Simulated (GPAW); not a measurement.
Consider ZnS (zinc-blende (ZnS)1-x(ZnSe)x, x = 0, F-43m).

```cif
data_structure
_symmetry_space_group_name_H-M 'P 1'
_symmetry_Int_Tables_number 1
_cell_length_a 7.6509
_cell_length_b 7.6509
_cell_length_c 7.6509
_cell_angle_alpha 60.000
_cell_angle_beta 60.000
_cell_angle_gamma 60.000
_cell_volume 316.68
loop_
_atom_site_label
_atom_site_type_symbol
_atom_site_fract_x
_atom_site_fract_y
_atom_site_fract_z
_atom_site_occupancy
Zn1 Zn 0.00000 0.00000 0.00000 1
S2 S 0.12500 0.12500 0.12500 1
Zn3 Zn 0.00000 0.00000 0.50000 1
S4 S 0.12500 0.12500 0.62500 1
Zn5 Zn 0.00000 0.50000 0.00000 1
S6 S 0.12500 0.62500 0.12500 1
Zn7 Zn 0.00000 0.50000 0.50000 1
S8 S 0.12500 0.62500 0.62500 1
Zn9 Zn 0.50000 0.00000 0.00000 1
S10 S 0.62500 0.12500 0.12500 1
Zn11 Zn 0.50000 0.00000 0.50000 1
S12 S 0.62500 0.12500 0.62500 1
Zn13 Zn 0.50000 0.50000 0.00000 1
S14 S 0.62500 0.62500 0.12500 1
Zn15 Zn 0.50000 0.50000 0.50000 1
S16 S 0.62500 0.62500 0.62500 1
```

Absorber: atom 1, with 4 S at 2.34 Å (tetrahedral). Method: GPAW, LDA, excited-electron core hole (neutral cell), 16-atom cell with 7.7 Å between holes, 4×4×4 k points, dipole transitions, Gaussian full width 1.67 eV up to 4 eV, rising linearly to 3.5 eV at 25 eV.

Where do the maxima of the Zn K edge fall?

Main maxima up to 27 eV above the zero (height): 4.8 eV (2.00), 8.8 eV (1.02) and 12.4 eV (1.04). A K edge sees empty p states on the absorber. The total-energy difference is 9673.40 eV. One term is added: -30.82 eV, since the hole is spin-paired here and a spin-polarised one costs that much less in the free atom (computed apart). The photon energy is then 9642.58 eV. The tabulated edge of the element is 9659 eV. The functional leaves an error in such absolute values: in the free atom LDA prices this hole 19.1 eV below PBE (computed apart), and PBE is itself good to a few eV.

The Zn K spectrum (energy from the bottom of the conduction band, which holds the excited electron; intensity scaled to a mean of 1 over the first 20 eV):

```
E (eV)  intensity
  -2.0       0.00
  -1.5       0.00
  -1.0       0.00
  -0.5       0.01
   0.0       0.03
   0.5       0.09
   1.0       0.22
   1.5       0.44
   2.0       0.71
   2.5       0.94
   3.0       1.10
   3.5       1.30
   4.0       1.62
   4.5       1.92
   5.0       1.99
   5.5       1.74
   6.0       1.32
   6.5       0.97
   7.0       0.80
   7.5       0.81
   8.0       0.91
   8.5       1.00
   9.0       1.01
   9.5       0.93
  10.0       0.87
  10.5       0.86
  11.0       0.92
  11.5       0.99
  12.0       1.03
  12.5       1.04
  13.0       1.03
  13.5       1.02
  14.0       1.01
  14.5       1.00
  15.0       1.00
  15.5       1.00
  16.0       1.00
  16.5       1.00
  17.0       1.00
  17.5       0.99
  18.0       0.98
  18.5       0.96
  19.0       0.93
  19.5       0.88
  20.0       0.83
  20.5       0.79
  21.0       0.77
  21.5       0.76
  22.0       0.77
  22.5       0.78
  23.0       0.80
  23.5       0.82
  24.0       0.83
  24.5       0.83
  25.0       0.83
  25.5       0.85
  26.0       0.87
  26.5       0.92
  27.0       0.96
  27.5       1.00
```

The script folds with a Gaussian, whereas the core hole's own line is a Lorentzian, so the onset is too steep and the first peak too high.

[Banner, clock and machine lines of the logs are left out without a mark of their own.]

[Logs are printed without paths, hosts, clocks, repeated set-up lines and the standing remarks that a program may print on its own settings, such as how far it seeks lower states.]

[Hosts, paths, dates, database ids (printed as entryN), source tags and the programs' standing remarks are cut or masked in the printed files.]

[Lists of maxima count a maximum above −3 eV only where it reaches 4 % of the highest in the window and stands out from its surroundings by 2 % of it (1.5 % where it reaches 55 %); shoulders and weaker maxima are passed over, and of the rest the first, up to two pre-edge ones and the few strongest are named.]
